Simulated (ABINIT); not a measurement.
Write an ASE script for ABINIT 10.8.3 (patched build) that does the following.

- Task: relaxation of cell and atoms
- Functional: PBE
- Potentials or basis: JTH PAW PBE v2.0
- Cutoff: 408 eV
- k mesh: 7 × 7 × 9
- Occupations: fermi-dirac, width 0.05 eV
- Spin: no spin polarisation
- Cutoff smearing ecutsm (Ha): 0.5
- Optimiser: BFGS
- Force threshold (eV/Å): 0.02
- Fine-grid cutoff: 816.342 eV

Ti:

```xyz
3
Lattice="4.5674 0.0000 0.0000 -2.2837 3.9555 0.0000 0.0000 0.0000 2.8262" Properties=species:S:1:pos:R:3 pbc="T T T"
Ti    2.2837    1.3185    1.4131
Ti    0.0000    2.6370    1.4131
Ti    0.0000    0.0000    0.0000
```

This isn't the form of Ti at room conditions, which is hcp.

These files were run (other wordings do the same):

run.py

```python
import json, os
import numpy as np
from ase.constraints import FixSymmetry
from ase.optimize import BFGS
from ase.filters import FrechetCellFilter
from ase.units import GPa
from ase.calculators.abinit import Abinit, AbinitProfile
from ase import Atoms

atoms = Atoms(['Ti', 'Ti', 'Ti'],
              cell=[[4.5673748306, 0.0, 0.0], [-2.2836874153, 3.9554626319, 0.0], [0.0, 0.0, 2.82624427]],
              scaled_positions=[[0.6666666667, 0.3333333333, 0.5], [0.3333333333, 0.6666666667, 0.5], [0.0, 0.0, 0.0]],
              pbc=True)

profile = AbinitProfile(command='abinit', pp_paths=[os.path.abspath('pseudos')])
params = dict(
    pps='pawxml', xc='PBE',
    chksymtnons=0,
    tolsym=1e-05,
    ecut=408.1708,
    pawecutdg=816.3416,
    pawxcdev=0,
    pawovlp=-1,
    kptopt=1,
    ngkpt=[7, 7, 9],
    nshiftk=1,
    shiftk=[0.0, 0.0, 0.0],
    ixc=11,
    nband=22,
    occopt=3,
    tsmear=0.05,
    nstep=100,
    tolvrs=1e-09,
    prtwf=0,
    prtden=0,
    ecutsm=0.5,
)

atoms.calc = Abinit(profile=profile, directory='run', **params)
atoms.set_constraint(FixSymmetry(atoms, symprec=1e-4))
opt = BFGS(FrechetCellFilter(atoms), trajectory='opt.traj')
converged = opt.run(fmax=0.02, steps=30)
print('converged', converged)
print('cell (A)', np.round(atoms.cell[:], 5).tolist())
energy = atoms.get_potential_energy()
forces = atoms.get_forces()
stress = atoms.get_stress()
print(f'energy {energy:.6f} eV')
print('forces (eV/A)')
print(np.round(forces, 5))
print('stress (GPa, Voigt, tension positive)', np.round(stress / GPa, 4))
json.dump(dict(energy=energy, forces=forces.tolist(), stress=stress.tolist(), cell=atoms.cell.tolist(), frac=atoms.get_scaled_positions(wrap=False).tolist()), open('results.json', 'w'))
```

Potentials or basis: JTH PAW PBE v2.0.

Command:

```sh
$ python run.py
```

Results of the run:

| Property | Result |
| --- | --- |
| Relaxed volume | 17.18 Å³/atom |
| Relaxed cell | a = 4.582 Å, b = 4.582 Å, c = 2.834 Å, α = 90.00°, β = 90.00°, γ = 120.00° |
| Space group after relaxing (to 0.05 Å) | P6/mmm (No. 191) |
| Energy gained by relaxing | 0.6 meV/atom |
| Ionic steps | 3 |
| Pressure after relaxing | 0.0 GPa |
| Band gap on the k mesh | none (metal or under the smearing width) |
| Valence electrons inside the program's atomic spheres | Ti 10.22, 10.10 (radii [1.2214] Å) |

Caveat: the log and the count of SCF iterations are those of the last ABINIT call alone.

Wall time 99 s on 1 thread of Arm Neoverse V2, with other jobs on the host, peak memory 0.12 GiB.
